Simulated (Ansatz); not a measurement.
Set up this calculation in Ansatz 0.2.0, as the native input.

```yaml
Task: single point
Functional: PBE
Potentials_or_basis: all-electron LAPW, scalar-relativistic
Cutoff: 155 eV (chosen from the basis error)
Basis_error_allowed: 0.001 eV/atom
k_mesh: 11 × 11 × 11
Occupations: gaussian, width 0.02 eV
Spin: no spin polarisation
```

The system is Sn.

```
Sn
1.0
    -1.72654    1.77555    2.33834
     1.72654   -1.77555    2.33834
     1.72654    1.77555   -2.33834
Sn
1
Direct
  0.00000 0.00000 0.00000
```

This isn't the form of Sn at room conditions, which is tetragonal (white tin).

The input as run:

input.yaml

```yaml
crystal:
  lattice:
    - [-1.726539, 1.775547, 2.338342]
    - [1.726539, -1.775547, 2.338342]
    - [1.726539, 1.775547, -2.338342]
  atoms:
    - { symbol: Sn, position: [0.0, 0.0, 0.0] }
kpoints:
  mp_grid: { grid: [11, 11, 11] }
scf:
  occupations: { method: gaussian, width: 0.02 }
hamiltonian:
  xc: pbe
  pseudopotentials: { kind: all_electron, lapw: { basis_error: 0.001 } }
output:
  forces: true
  stress: true
  eigenvalues: true
```

Potentials or basis: all-electron LAPW, scalar-relativistic.

Command:

```sh
$ ansatz run input.yaml --threads 1 --pin off --max-ram 3072MiB --backend cpu --events-out ev --progress --plain --runs-dir out
```

It gave:

```json
{
  "Pressure": "-1.0 GPa",
  "Band gap on the k mesh": "none (metal or under the smearing width)"
}
```

Wall time 11 s on 1 thread of Arm Neoverse V1 (shared host), peak memory 0.34 GiB.
